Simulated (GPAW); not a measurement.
Runs of GPAW 26.7.0 on Sb. The structure is trigonal, space group R-3m (No. 166). Conventional cell: a = 4.308 Å, b = 4.308 Å, c = 11.274 Å, α = 90.00°, β = 90.00°, γ = 120.00°. Sb (site symmetry 3m) has 3 Sb at 2.91 Å as nearest neighbours. 

| task | level | potentials or basis | spin | k mesh | cutoff (eV) | maxiter | band path | band points | spin axis theta (degrees) | spin axis phi (degrees) | gap on the mesh (eV) | pressure (GPa) | largest force (eV/Å) |
| --- | --- | --- | --- | --- | --- | --- | --- | --- | --- | --- | --- | --- | --- |
| band structure | PBEsol | PAW data sets generated in the run's folder for this functional, pw | SOC, no magnetisation | 8 × 8 × 8 | 600 | 150 | GLB1,BZGX,QFP1Z,LP | 60 | 90 | 0 | - | -0.3 | 0.09 |
| band structure | PBEsol | PAW data sets generated in the run's folder for this functional, pw | off | 8 × 8 × 8 | 600 | 150 | GLB1,BZGX,QFP1Z,LP | 60 | - | - | - | -0.3 | 0.09 |
| single point | r2SCAN | GPAW PAW data sets (gpaw-data 1.2.1), pw | off | 6 × 6 × 6 | 450 | 120 | - | - | - | - | none | -0.2 | 0.10 |
| single point | LDA | the program's PAW data sets (release 1.2.1) made for this functional, pw | off | 6 × 6 × 6 | 500 | 120 | - | - | - | - | none | -2.0 | 0.10 |
| single point | PBE | GPAW PAW data sets (gpaw-data 1.2.1), pw | off | 6 × 6 × 6 | 450 | 120 | - | - | - | - | none | (a) | 0.06 |

Alike in all rows: cell as given; smearing fermi-dirac 0.05 eV.

Problem. Fill in the values left out.

Solution. (a) 0.9.

Caveats: the cutoff is short for stress and forces, so pressures can be off by a GPa or more (some runs); spin-orbit coupling was added after a scalar SCF, so levels and gaps hold it while energy, forces, pressure and moments don't (some runs); this program's spin-orbit splittings come out too wide for heavy elements (some runs); spin-orbit coupling is left out, which moves the levels of the heavy elements (some runs); the PAW data sets were made with another functional, which shifts forces and pressure a little (some runs).

A k mesh can miss the band edges, and rows without SOC leave out spin-orbit coupling on Sb.

A gap of «none» marks a metal or a gap under the smearing width.
